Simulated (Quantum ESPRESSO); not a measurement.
Bi under changes of volume

One of the cells (31.117 Å³/atom); the others are scaled copies at fixed shape and fractional positions:

```
CELL_PARAMETERS angstrom
-1.98143 1.98143 1.98143
1.98143 -1.98143 1.98143
1.98143 1.98143 -1.98143
ATOMIC_POSITIONS crystal
Bi 0.00000 0.00000 0.00000
```

This isn't the form of Bi at room conditions, which is rhombohedral.

* Program: Quantum ESPRESSO 7.5
* Functional: r2SCAN
* Potentials or basis: SG15 PBE 1.2
* Cutoff: 898 eV
* Density cutoff: 3592 eV
* k mesh: 7 × 7 × 7
* Occupations: fermi-dirac, width 0.05 eV
* Spin: no spin polarisation

```tsv
volume (Å³/atom)	energy over the lowest point (meV/atom)	pressure (GPa)
29.250	?	?
29.872	6.53	2.2
30.495	0.77	0.8
31.117	0.00	-0.4
31.739	3.72	-1.5
32.362	11.45	-2.5
32.984	22.77	-3.4
```

Question: What does the run at 29.250 Å³/atom give?

Answer: Energy over the lowest point 17.87 meV/atom; pressure 3.7 GPa.

Worked out: A Birch-Murnaghan fit of order 3 (a polynomial in V^(-2/3)) to the other rows has its minimum at 30.90 Å³/atom with B0 = V·E''(V) = 59 GPa and B' = 4.4. It gives 17.86 meV/atom at 29.250 Å³/atom, against the run's 17.87, and -dE/dV = 3.7 GPa, against 3.7.

Energies are extrapolated to zero smearing.

Caveats: the potentials were made for another functional, which shifts forces and pressure.
